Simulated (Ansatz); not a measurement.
Input of an Ansatz 0.2.0 run:

File input.yaml:

```yaml
crystal:
  lattice:
    - [-2.0000686112, 2.0000686112, 5.1236788559]
    - [2.0000686112, -2.0000686112, 5.1236788559]
    - [2.0000686112, 2.0000686112, -5.1236788559]
  atoms:
    - { symbol: Sn, position: [0.0, 0.0, 0.0] }
    - { symbol: Sn, position: [0.75, 0.25, 0.5] }
    - { symbol: O, position: [0.54652259, 0.04652259, 0.5] }
    - { symbol: O, position: [0.20347741, 0.20347741, 0.0] }
    - { symbol: O, position: [0.95347741, 0.45347741, 0.5] }
    - { symbol: O, position: [0.79652259, 0.79652259, 0.0] }
hamiltonian:
  xc: lda
  pseudopotentials: { kind: paw }
kpoints:
  mp_grid: { grid: [9, 9, 9] }
  band_path:
    path:
      - [[0.0, 0.0, 0.0], [-0.5, 0.5, 0.0], [-0.5, 0.5, -0.0761896521], [-0.2880948261, 0.2880948261, -0.2880948261], [0.0, 0.0, 0.0], [0.5, 0.5, -0.5], [0.2880948261, 0.7119051739, -0.7119051739], [0.0, 0.5, -0.5], [-0.25, 0.75, -0.25], [0.0761896521, 0.9238103479, -0.5], [0.5, 0.5, -0.5]]
      - [[-0.5, 0.5, 0.0], [-0.25, 0.75, -0.25]]
    npoints: 14
scf:
  occupations: { method: fermi_dirac, width: 0.05 }
  n_extra_bands: 15
output:
  forces: true
  stress: true
  eigenvalues: true
  fatbands: true
```

Potentials or basis: Ansatz PAW.

Command:

```sh
$ ansatz run input.yaml --threads 2 --pin off --max-ram 5632MiB --backend cpu --events-out ev --progress --plain --runs-dir out
```

Question: Predict the band gap on the k mesh.

Answer: 1.49 eV, indirect (least direct gap 1.88 eV).

Question: Estimate the band gap along the path.

Answer: 1.49 eV, indirect (least direct gap 1.88 eV).

Stress tensor (GPa, compression positive):
```
-3.48  0.00  0.00
 0.00 -3.48  0.00
 0.00  0.00 -4.73
```

Caveat: the pressure holds a Pulay correction of +1.0 GPa for the finite cutoff; spin-orbit coupling is left out, which moves the levels of the heavy elements; the PAW data sets come from PBE, with cores solved anew for the run's functional, which leaves a small shift of forces and pressure. A hybrid or GW would open this gap; LDA tends to underestimate it.
